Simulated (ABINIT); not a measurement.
Write the native input for ABINIT 10.8.3 (patched build) that does the following.

* Task: band structure
* Functional: r2SCAN
* Potentials or basis: JTH PAW PBE v2.0
* Cutoff: 762 eV
* k mesh: 5 × 5 × 7
* Occupations: fermi-dirac, width 0.05 eV
* Spin: no spin polarisation
* Fine-grid cutoff: 1360.57 eV

The system is SnO2 (Cassiterite).

```
Sn O
1.0
     4.73800    0.00000    0.00000
     0.00000    4.73800    0.00000
     0.00000    0.00000    3.18650
Sn O
2 4
Cartesian
  2.3690 2.3690 1.5933
  0.0000 0.0000 0.0000
  3.8240 0.9140 1.5933
  3.2830 3.2830 0.0000
  0.9140 3.8240 1.5933
  1.4550 1.4550 0.0000
```

The input as run:

run.abi

```
# Datasets: ground state, then fixed potential
ndtset 2

# Pseudopotentials
pp_dirpath "./"
pseudos "Sn.GGA_PBE-JTH.xml, O.GGA_PBE-JTH.xml"

# Structure
acell 4.738 4.738 3.1865 Angstrom
rprim
     1.0000000000     0.0000000000     0.0000000000
     0.0000000000     1.0000000000     0.0000000000
     0.0000000000     0.0000000000     1.0000000000
ntypat 2
znucl 50 8
natom 6
typat 1 1 2 2 2 2
xcart
     2.3690000000     2.3690000000     1.5932500000
     0.0000000000     0.0000000000     0.0000000000
     3.8240398000     0.9139602000     1.5932500000
     3.2829602000     3.2829602000     0.0000000000
     0.9139602000     3.8240398000     1.5932500000
     1.4550398000     1.4550398000     0.0000000000 Angstrom

# Plane-wave basis
ecut 761.918815 eV
pawecutdg 50.0

# Exchange and correlation
ixc -497498
usekden 1
pawxcdev 0

# Bands and occupations
occopt 3
tsmear 0.05 eV

# SCF cycle
nstep 100

# Output
iomode 3
prtwf 0
prteig 0
prtebands 0
enunit 1
prtden1 1
prtkden1 1
prtvha1 1
prtvclmb1 1
prtpot1 1

# Dataset 1
kptopt1 1
ngkpt1 5 5 7
nshiftk1 1
shiftk1 0.0 0.0 0.0
nband1 32
tolvrs1 1.0e-7

# Dataset 2: bands along G-X-M-G-Z-R-A-Z
iscf2 -2
getden2 1
getkden2 1
nband2 38
nbdbuf2 4
tolwfr2 1.0e-11
kptopt2 -7
ndivsm2 5
prteig2 1
kptbounds2
     0.0000000000     0.0000000000     0.0000000000
     0.0000000000     0.5000000000     0.0000000000
     0.5000000000     0.5000000000     0.0000000000
     0.0000000000     0.0000000000     0.0000000000
     0.0000000000     0.0000000000     0.5000000000
     0.0000000000     0.5000000000     0.5000000000
     0.5000000000     0.5000000000     0.5000000000
     0.0000000000     0.0000000000     0.5000000000
```

Potentials or basis: JTH PAW PBE v2.0.

Command:

```bash
$ abinit run.abi > log 2>&1
```

Results of the run:

```yaml
Pressure: 2.1 GPa
Largest_force: 0.235 eV/Å
Band_gap_on_the_k_mesh: 1.96 eV, direct
Band_gap_along_the_path: 1.96 eV, direct
```

Caveat: the PAW data sets were made with another functional, which shifts forces and pressure a little; spin-orbit coupling is left out, which moves the levels of the heavy elements; the atomic spheres overlap.

Wall time 16 min on 1 thread of AMD EPYC 7R43 64-Core Processor (Zen 3) (shared host), peak memory 0.25 GiB.
